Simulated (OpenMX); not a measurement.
Crystal: Sb.

```
Sb
1.0
     2.15420    1.24373    3.75800
    -2.15420    1.24373    3.75800
     0.00000   -2.48746    3.75800
Sb
2
Direct
  0.76764 0.75507 0.76479
  0.25004 0.22744 0.22232
```

The cell isn't the ideal one: atoms moved at random, drawn with an rms of 0.05 Å.

Base run:

| Item | Value |
| --- | --- |
| Program | OpenMX 3.8.5 |
| Functional | PBE |
| Potentials or basis | OpenMX 2013 PBE set, Sb7.0-s3p2d2, grid cutoff 160 Ry |
| k mesh | 9 × 9 × 9 |
| Occupations | fermi-dirac, width 0.05 eV |
| Spin | no spin polarisation |

Its results: band gap on the k mesh none (metal or under the smearing width); pressure 5.6 GPa; largest force 0.331 eV/Å.

Question: The run is repeated on the same cell with these changes: potentials or basis from OpenMX 2013 PBE set, Sb7.0-s3p2d2, grid cutoff 160 Ry to OpenMX 2013 PBE set, Sb7.0-s3p2d2f1, grid cutoff 260 Ry. What comes out?

Answer: Band gap on the k mesh none (metal or under the smearing width); pressure 4.5 GPa; largest force 0.254 eV/Å.

Caveats: the real-space grid is coarse for these elements, which adds noise of up to some 20 meV/atom to energies and shifts forces, pressures and volumes; the basis of atomic orbitals isn't converged, which shifts pressures, moduli and gaps.
